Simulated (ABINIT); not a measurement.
# NiO (Fm-3m) in ABINIT: notebook

Runs on NiO. Level: LDA. Tasks: relaxation of cell and atoms, single point.

All numbers are computed with ABINIT 10.8.3 (patched build); they aren't measurements. Logs are shortened: lines on timing, memory, paths and dates and some standing lists are left out, and cuts for length are marked. The log counts tension as positive stress, the text compression.

**1. The structure**

It takes space group Fm-3m (No. 225, cubic). The conventional cell has a = 4.172 Å, b = 4.172 Å, c = 4.172 Å, α = 90.00°, β = 90.00°, γ = 90.00°. Around Ni (site symmetry m-3m) lie 6 O at 2.09 Å. Around O (site symmetry m-3m) lie 6 Ni at 2.09 Å.

**2. Relaxation of cell and atoms, LDA, collinear spin, ferromagnetic start**

Contents of run.abi:

```
# Pseudopotentials
pp_dirpath "./"
pseudos "Ni.upf, O.upf"

# Structure
acell 3*1.0
rprim
     0.0000000000     3.9417828252     3.9417828252
     3.9417828252     0.0000000000     3.9417828252
     3.9417828252     3.9417828252     0.0000000000
ntypat 2
znucl 28 8
natom 2
typat 1 2
chkprim 0
chksymtnons 0
tolsym 1.0e-6
xred
            0.0            0.0            0.0
            1/2            1/2            1/2

# Plane-wave basis
ecut 1333.357926 eV
ecutsm 0.5

# k points
kptopt 1
ngkpt 8 8 8
nshiftk 1
shiftk 0.0 0.0 0.0

# Exchange and correlation
ixc 7

# Bands and occupations
nband 17
occopt 3
tsmear 0.05 eV

# Spin
nsppol 2
spinat
     0.0000000000     0.0000000000     1.0000000000
     0.0000000000     0.0000000000     0.0000000000

# SCF cycle
nstep 80
tolvrs 1.0e-12

# Output
iomode 3
prteig 0
prtebands 0
prtwf 0
prtden 0

# Relaxation
ionmov 2
optcell 2
ntime 50
tolmxf 2.0e-5
dilatmx 1.08
```

Potentials or basis: PseudoDojo NC SR LDA v0.4.1 standard.

The run is started by

```console
> mpirun --bind-to none -np 4 abinit run.abi > log 2>&1
```

run.abo:

```text
.Version 10.8.3 of ABINIT
 Symmetries : space group Fm -3 m (#225); Bravais cF (face-center cubic)
================================================================================
 Values of the parameters that define the memory need of the present run
     intxc =       0    ionmov =       2      iscf =       7    lmnmax =       6
     lnmax =       6     mgfft =      40  mpssoang =       3    mqgrid =    3001
     natom =       2  nloc_mem =       1    nspden =       2   nspinor =       1
    nsppol =       2      nsym =      48    n1xccc =    2501    ntypat =       2
    occopt =       3   xclevel =       1
       mpw =        2550          nfft =       64000          nkpt =          29
================================================================================
================================================================================

--------------------------------------------------------------------------------
------------- Echo of variables that govern the present computation ------------
--------------------------------------------------------------------------------
 -outvars: echo values of preprocessed input variables --------
            acell      1.0000000000E+00  1.0000000000E+00  1.0000000000E+00 Bohr
              amu      5.86900000E+01  1.59994000E+01
          chkprim           0
      chksymtnons           0
          dilatmx      1.08000000E+00
             ecut      4.90000000E+01 Hartree
           ecutsm      5.00000000E-01 Hartree
           ionmov           2
              ixc           7
         kptrlatt        8    0    0      0    8    0      0    0    8
          kptrlen      4.45961819E+01
            natom           2
            nband          17
            ngfft          40      40      40
             nkpt          29
           nspden           2
           nsppol           2
            nstep          80
             nsym          48
            ntime          50
           ntypat           2
           occopt           3
          optcell           2
           prtden           0
        prtebands           0
           prteig           0
            prtwf           0
            rprim      0.0000000000E+00  3.9417828252E+00  3.9417828252E+00
                       3.9417828252E+00  0.0000000000E+00  3.9417828252E+00
                       3.9417828252E+00  3.9417828252E+00  0.0000000000E+00
          spgroup         225
           spinat      0.0000000000E+00  0.0000000000E+00  1.0000000000E+00
                       0.0000000000E+00  0.0000000000E+00  0.0000000000E+00
           tolmxf      2.00000000E-05
           tolsym      1.00000000E-06
           tolvrs      1.00000000E-12
           tsmear      1.83746611E-03 Hartree
            typat      1  2
           xangst      0.0000000000E+00  0.0000000000E+00  0.0000000000E+00
                       2.0859016400E+00  2.0859016400E+00  2.0859016400E+00
[... 610 lines left out ...]
       0.500000000000      0.500000000000      0.500000000000
 rms dE/dt=  0.0000E+00; max dE/dt=  0.0000E+00; dE/dt below (all hartree)
    1       0.000000000000      0.000000000000      0.000000000000
    2       0.000000000000      0.000000000000      0.000000000000

 cartesian coordinates (angstrom) at end:
    1      0.00000000000000     0.00000000000000     0.00000000000000
    2      2.02248198821333     2.02248198821333     2.02248198821333

 cartesian forces (hartree/bohr) at end:
    1     -0.00000000000000    -0.00000000000000    -0.00000000000000
    2     -0.00000000000000    -0.00000000000000    -0.00000000000000
 frms,max,avg= 0.0000000E+00 0.0000000E+00   0.000E+00  0.000E+00  0.000E+00 h/b

 cartesian forces (eV/Angstrom) at end:
    1     -0.00000000000000    -0.00000000000000    -0.00000000000000
    2     -0.00000000000000    -0.00000000000000    -0.00000000000000
 frms,max,avg= 0.0000000E+00 0.0000000E+00   0.000E+00  0.000E+00  0.000E+00 e/A
 length scales=  5.405035213905  5.405035213905  5.405035213905 bohr
              =  2.860221457387  2.860221457387  2.860221457387 angstroms
 Fermi (or HOMO) energy (hartree) =   0.36575   Average Vxc (hartree)=  -0.52478
 Magnetization (Bohr magneton)=  7.09073752E-01
 Total spin up =  1.23545369E+01   Total spin down =  1.16454631E+01
 Eigenvalues (hartree) for nkpt=  29  k points, SPIN UP:
 kpt#   1, nband= 17, wtk=  0.00195, kpt=  0.0000  0.0000  0.0000 (reduced coord)
  -3.40807   -1.96864   -1.96864   -1.96864   -0.40938    0.23628    0.23628    0.23628
   0.28102    0.28102    0.28102    0.28107    0.28107    0.44853    1.02984    1.08880
   1.08880
      occupation numbers for kpt#   1
   1.00000    1.00000    1.00000    1.00000    1.00000    1.00000    1.00000    1.00000
   1.00000    1.00000    1.00000    1.00000    1.00000    0.00000    0.00000    0.00000
   0.00000
 prteigrs : prtvol=0 or 1, do not print more k-points.

 Eigenvalues (hartree) for nkpt=  29  k points, SPIN DOWN:
 kpt#   1, nband= 17, wtk=  0.00195, kpt=  0.0000  0.0000  0.0000 (reduced coord)
  -3.38551   -1.94478   -1.94478   -1.94478   -0.40293    0.24396    0.24396    0.24396
   0.29608    0.29608    0.29608    0.31134    0.31134    0.45390    1.03030    1.09408
   1.09408
      occupation numbers for kpt#   1
   1.00000    1.00000    1.00000    1.00000    1.00000    1.00000    1.00000    1.00000
   1.00000    1.00000    1.00000    1.00000    1.00000    0.00000    0.00000    0.00000
   0.00000
 prteigrs : prtvol=0 or 1, do not print more k-points.

--- !EnergyTerms
iteration_state     : {dtset: 1, itime: 5, icycle: 1, }
comment             : Components of total free energy in Hartree
kinetic             :  9.03134849608167E+01
hartree             :  5.19197671477217E+01
xc                  : -2.53167158635536E+01
Ewald energy        : -1.23362356836227E+02
psp_core            :  5.57838028754079E+00
local_psp           : -1.53636900330455E+02
non_local_psp       : -2.96279583057995E+01
internal            : -1.84132298939957E+02
'-kT*entropy'       : -4.43809486986265E-04
total_energy        : -1.84132742749444E+02
total_energy_eV     : -5.01050718348697E+03
band_energy         : -1.58516745007434E+01
...

 Cartesian components of stress tensor (hartree/bohr^3)
  sigma(1 1)=  1.63271816E-08  sigma(3 2)=  0.00000000E+00
  sigma(2 2)=  1.63271816E-08  sigma(3 1)=  0.00000000E+00
  sigma(3 3)=  1.63271816E-08  sigma(2 1)=  0.00000000E+00

-Cartesian components of stress tensor (GPa)         [Pressure= -4.8036E-04 GPa]
- sigma(1 1)=  4.80362267E-04  sigma(3 2)=  0.00000000E+00
- sigma(2 2)=  4.80362267E-04  sigma(3 1)=  0.00000000E+00
- sigma(3 3)=  4.80362268E-04  sigma(2 1)=  0.00000000E+00

== END DATASET(S) ==============================================================
================================================================================

 -outvars: echo values of variables after computation  --------
            acell      5.4050352139E+00  5.4050352139E+00  5.4050352139E+00 Bohr
           etotal     -1.8413274275E+02
            fcart     -0.0000000000E+00 -0.0000000000E+00 -0.0000000000E+00
                      -0.0000000000E+00 -0.0000000000E+00 -0.0000000000E+00
            rprim      0.0000000000E+00  7.0710678119E-01  7.0710678119E-01
                       7.0710678119E-01  0.0000000000E+00  7.0710678119E-01
                       7.0710678119E-01  7.0710678119E-01  0.0000000000E+00
           strten      1.6327181593E-08  1.6327181586E-08  1.6327181614E-08
                       0.0000000000E+00  0.0000000000E+00  0.0000000000E+00
           xangst      0.0000000000E+00  0.0000000000E+00  0.0000000000E+00
                       2.0224819882E+00  2.0224819882E+00  2.0224819882E+00
             xred      0.0000000000E+00  0.0000000000E+00  0.0000000000E+00
                       5.0000000000E-01  5.0000000000E-01  5.0000000000E-01
 Calculation completed.
```

Wall time 2.5 min (4 MPI ranks of Arm Neoverse V1, shared host); peak memory 0.36 GiB.

Results:

```
Free energy                            : -5010.5072 eV
Relaxed volume                         : 8.27 Å³/atom
Relaxed cell                           : a = 2.860 Å, b = 2.860 Å, c = 2.860 Å, α = 60.00°, β = 60.00°, γ = 60.00°
Space group after relaxing (to 0.05 Å) : Fm-3m (No. 225)
Energy gained by relaxing              : 53.3 meV/atom
Ionic steps                            : 5
Pressure after relaxing                : 0.0 GPa
Band gap on the k mesh                 : none (metal or under the smearing width)
Net moment                             : 0.71 μB per cell
Site moments                           : Ni +0.59; O +0.12 μB
```

The path:
```tsv
step	energy change (eV)	largest force (eV/Å)	pressure (GPa)	volume (Å³)
1	0.0000	0.0000	-19.52	18.15
2	-0.0930	0.0000	-7.83	17.09
3	-0.1064	0.0000	1.28	16.47
4	-0.1067	0.0000	-0.06	16.55
5	-0.1067	0.0000	0.00	16.55
```

Final structure:
```yaml
crystal:
  lattice:
    - [0.00000, 2.02248, 2.02248]
    - [2.02248, 0.00000, 2.02248]
    - [2.02248, 2.02248, 0.00000]
  atoms:
    - { symbol: Ni, position: [0.00000, 0.00000, 0.00000] }
    - { symbol: O, position: [0.50000, 0.50000, 0.50000] }
```

Caveat: small starting moments can end in a higher magnetic state in this program; a cell with one magnetic atom can't hold antiferromagnetic order, which such compounds often take; semilocal functionals often make such compounds metallic where correlation or magnetic order opens a gap, which also shifts bond lengths.

**3. Single point, LDA, collinear spin, ferromagnetic start (cell relaxed)**

Contents of run.abi:

```
# Pseudopotentials
pp_dirpath "./"
pseudos "Ni.upf, O.upf"

# Structure
acell 5.405035215 5.405035215 5.405035215
rprim
     0.0000000000     0.7071067812     0.7071067812
     0.7071067812     0.0000000000     0.7071067812
     0.7071067812     0.7071067812     0.0000000000
ntypat 2
znucl 28 8
natom 2
typat 1 2
xred
     0.0000000000     0.0000000000     0.0000000000
     0.5000000000     0.5000000000     0.5000000000
chkprim 0
chksymtnons 0
tolsym 1.0e-6

# Plane-wave basis
ecut 49.0

# k points
kptopt 1
ngkpt 8 8 8
nshiftk 1
shiftk 0.0 0.0 0.0

# Exchange and correlation
ixc 7

# Bands and occupations
nband 17
occopt 3
tsmear 0.05 eV

# Spin
nsppol 2
spinat
     0.0000000000     0.0000000000     1.0000000000
     0.0000000000     0.0000000000     0.0000000000

# SCF cycle
nstep 100
tolvrs 1.0e-10

# Output
iomode 3
prtwf 0
prteig 0
prtebands 0
enunit 1
prtden 1
prtvha 1
prtvclmb 1
prtpot 1
```

Potentials or basis: PseudoDojo NC SR LDA v0.4.1 standard.

The run is started by

```console
> mpirun --bind-to none -np 4 abinit run.abi > log 2>&1
```

run.abo:

```text
.Version 10.8.3 of ABINIT
 Symmetries : space group Fm -3 m (#225); Bravais cF (face-center cubic)
================================================================================
 Values of the parameters that define the memory need of the present run
     intxc =       0    ionmov =       0      iscf =       7    lmnmax =       6
     lnmax =       6     mgfft =      36  mpssoang =       3    mqgrid =    3001
     natom =       2  nloc_mem =       1    nspden =       2   nspinor =       1
    nsppol =       2      nsym =      48    n1xccc =    2501    ntypat =       2
    occopt =       3   xclevel =       1
       mpw =        1847          nfft =       46656          nkpt =          29
================================================================================
================================================================================

--------------------------------------------------------------------------------
------------- Echo of variables that govern the present computation ------------
--------------------------------------------------------------------------------
 -outvars: echo values of preprocessed input variables --------
            acell      5.4050352150E+00  5.4050352150E+00  5.4050352150E+00 Bohr
              amu      5.86900000E+01  1.59994000E+01
          chkprim           0
      chksymtnons           0
             ecut      4.90000000E+01 Hartree
           enunit           1
              ixc           7
         kptrlatt        8    0    0      0    8    0      0    0    8
          kptrlen      4.32402817E+01
            natom           2
            nband          17
            ngfft          36      36      36
             nkpt          29
           nspden           2
           nsppol           2
            nstep         100
             nsym          48
           ntypat           2
           occopt           3
        prtebands           0
           prteig           0
           prtpot           1
         prtvclmb           1
           prtvha           1
            prtwf           0
            rprim      0.0000000000E+00  7.0710678120E-01  7.0710678120E-01
                       7.0710678120E-01  0.0000000000E+00  7.0710678120E-01
                       7.0710678120E-01  7.0710678120E-01  0.0000000000E+00
          spgroup         225
[... 141 lines left out ...]
    1     -0.00000000000000    -0.00000000000000    -0.00000000000000
    2     -0.00000000000000    -0.00000000000000    -0.00000000000000
 frms,max,avg= 0.0000000E+00 0.0000000E+00   0.000E+00  0.000E+00  0.000E+00 h/b

 cartesian forces (eV/Angstrom) at end:
    1     -0.00000000000000    -0.00000000000000    -0.00000000000000
    2     -0.00000000000000    -0.00000000000000    -0.00000000000000
 frms,max,avg= 0.0000000E+00 0.0000000E+00   0.000E+00  0.000E+00  0.000E+00 e/A
 length scales=  5.405035215000  5.405035215000  5.405035215000 bohr
              =  2.860221457966  2.860221457966  2.860221457966 angstroms
 Fermi (or HOMO) energy (eV) =   9.95245   Average Vxc (eV)= -14.28007
 Eigenvalues (   eV  ) for nkpt=  29  k points, SPIN UP:
 kpt#   1, nband= 17, wtk=  0.00195, kpt=  0.0000  0.0000  0.0000 (reduced coord)
 -92.73819  -53.56932  -53.56932  -53.56932  -11.13975    6.42950    6.42950    6.42950
   7.64701    7.64701    7.64701    7.64830    7.64830   12.20504   28.02338   29.62786
  29.62786
 prteigrs : prtvol=0 or 1, do not print more k-points.

 Eigenvalues (   eV  ) for nkpt=  29  k points, SPIN DOWN:
 kpt#   1, nband= 17, wtk=  0.00195, kpt=  0.0000  0.0000  0.0000 (reduced coord)
 -92.12447  -52.92003  -52.92003  -52.92003  -10.96435    6.63861    6.63861    6.63861
   8.05669    8.05669    8.05669    8.47212    8.47212   12.35137   28.03590   29.77135
  29.77135
 prteigrs : prtvol=0 or 1, do not print more k-points.

--- !EnergyTerms
iteration_state     : {dtset: 1, }
comment             : Components of total free energy in Hartree
kinetic             :  9.03134924023807E+01
hartree             :  5.19197696788339E+01
xc                  : -2.53167173411006E+01
Ewald energy        : -1.23362356808899E+02
psp_core            :  5.57838028383353E+00
local_psp           : -1.53636913037344E+02
non_local_psp       : -2.96279549898822E+01
internal            : -1.84132299812178E+02
'-kT*entropy'       : -4.43804431669269E-04
total_energy        : -1.84132743616610E+02
total_energy_eV     : -5.01050720708376E+03
band_energy         : -1.58516703505381E+01
...

 Cartesian components of stress tensor (hartree/bohr^3)
  sigma(1 1)=  1.03376075E-06  sigma(3 2)=  0.00000000E+00
  sigma(2 2)=  1.03376075E-06  sigma(3 1)=  0.00000000E+00
  sigma(3 3)=  1.03376075E-06  sigma(2 1)=  0.00000000E+00

-Cartesian components of stress tensor (GPa)         [Pressure= -3.0414E-02 GPa]
- sigma(1 1)=  3.04142914E-02  sigma(3 2)=  0.00000000E+00
- sigma(2 2)=  3.04142913E-02  sigma(3 1)=  0.00000000E+00
- sigma(3 3)=  3.04142914E-02  sigma(2 1)=  0.00000000E+00

== END DATASET(S) ==============================================================
================================================================================

 -outvars: echo values of variables after computation  --------
            acell      5.4050352150E+00  5.4050352150E+00  5.4050352150E+00 Bohr
           etotal     -1.8413274362E+02
            fcart     -0.0000000000E+00 -0.0000000000E+00 -0.0000000000E+00
                      -0.0000000000E+00 -0.0000000000E+00 -0.0000000000E+00
            rprim      0.0000000000E+00  7.0710678120E-01  7.0710678120E-01
                       7.0710678120E-01  0.0000000000E+00  7.0710678120E-01
                       7.0710678120E-01  7.0710678120E-01  0.0000000000E+00
           strten      1.0337607512E-06  1.0337607512E-06  1.0337607512E-06
                       0.0000000000E+00  0.0000000000E+00  0.0000000000E+00
           xangst      0.0000000000E+00  0.0000000000E+00  0.0000000000E+00
                       2.0224819887E+00  2.0224819887E+00  2.0224819887E+00
             xred      0.0000000000E+00  0.0000000000E+00  0.0000000000E+00
                       5.0000000000E-01  5.0000000000E-01  5.0000000000E-01
 Calculation completed.
```

Run time: 20 s. Hardware: 4 MPI ranks of Arm Neoverse V1, shared host; peak memory 0.28 GiB.

What came out:

* Free energy: -5010.5072 eV
* Pressure: 0.0 GPa
* Band gap on the k mesh: none (metal or under the smearing width)
* Net moment: 0.71 μB per cell
* Site moments: Ni +0.59; O +0.12 μB
* Valence electrons inside the program's atomic spheres: Ni 16.34; O 6.26

Caveat: small starting moments can end in a higher magnetic state in this program; a cell with one magnetic atom can't hold antiferromagnetic order, which such compounds often take; semilocal functionals often make such compounds metallic where correlation or magnetic order opens a gap, which also shifts bond lengths.
